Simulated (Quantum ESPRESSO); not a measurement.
**CdS (Greenockite) in Quantum ESPRESSO: the effect of functional**

The system is CdS (Greenockite).

```
Cd S
1.0
     4.15000    0.00000    0.00000
    -2.07500    3.59401    0.00000
     0.00000    0.00000    6.73700
Cd S
2 2
Direct
  0.66667 0.33333 0.50000
  0.33333 0.66667 0.00000
  0.66667 0.33333 0.87500
  0.33333 0.66667 0.37500
```

Alike in all runs:

- Program: Quantum ESPRESSO 7.5
- Task: phonons
- Cutoff: 612 eV
- Density cutoff: 4898 eV
- k mesh: 4 × 4 × 2, shifted
- Occupations: fermi-dirac, width 0.05 eV
- Spin: no spin polarisation

Each run relaxes the cell or the atoms first.

```csv
functional,potentials or basis,relaxed volume (Å³/atom),dielectric constant (mean),highest phonon frequency (cm⁻¹)
LDA,GBRV 1.5 LDA,24.01,7.03,308
PW91,GBRV 1.5 PBE,26.13,6.57,284
AM05,GBRV 1.5 PBE,25.15,6.61,291
RPBE,GBRV 1.5 PBE,?,?,?
vdW-DF-cx,GBRV 1.5 PBE,25.16,6.73,293
```

Problem. What does the run with functional RPBE give?

Solution. Relaxed volume 27.26 Å³/atom; dielectric constant 6.21 mean; highest phonon frequency 269 cm⁻¹.

Caveats: all runs use coarse meshes; the potentials were made for another functional, which shifts forces and pressure (some runs).

Runs at the PBE level aren't shown here.
